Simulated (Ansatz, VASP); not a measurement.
**One calculation of CoO, two programs**

```
CELL_PARAMETERS angstrom
1.51544 0.87494 2.45609
-1.51544 0.87494 2.45609
0.00000 -1.74988 2.45609
ATOMIC_POSITIONS crystal
Co 0.00000 0.00000 0.00000
O 0.50000 0.50000 0.50000
```

The cell is a database's computed one.

Alike in both runs: task single point; functional LDA; k mesh 11 × 11 × 11; occupations fermi-dirac, width 0.05 eV; collinear spin.

|  | VASP | Ansatz |
| --- | --- | --- |
| version | VASP 6.6.1 | Ansatz 0.2.0 |
| potentials or method | VASP PAW LDA potentials, release 64 (Co, O) | Ansatz PAW |
| plane-wave cutoff (eV) | 520 | 420 |
| valence electrons in the cell | 15 | 23 |

Ansatz gave:

* gap on the k mesh at the Fermi level (eV): none
* pressure (GPa): -20.3
* largest component of the traceless stress (GPa): 0.09
* net moment per atom (μB): 1.45
* size of the moment on the site where the two differ most (μB): 0.35

What did VASP give for the same quantities?

gap on the k mesh at the Fermi level (eV): none; pressure (GPa): -21.7; largest component of the traceless stress (GPa): 0.06; net moment per atom (μB): 1.40; size of the moment on the site where the two differ most (μB): 0.30.

Site moments also hang on the region over which each program counts them. A gap of «none» marks a metal or a gap that the smearing closes. The two sets of potentials don't hold the same shells in valence.

Caveats: a cell with one magnetic atom can't hold antiferromagnetic order, which such compounds often take; semilocal functionals often make such compounds metallic where correlation or magnetic order opens a gap, which also shifts bond lengths; so large a pressure means that the cell lies far from this level's equilibrium, or that cutoff or potentials fall short (VASP); the pressure holds a Pulay correction of +1.0 GPa for the finite cutoff (Ansatz); the PAW data sets come from PBE, with cores solved anew for the run's functional, which leaves a small shift of forces and pressure (Ansatz).
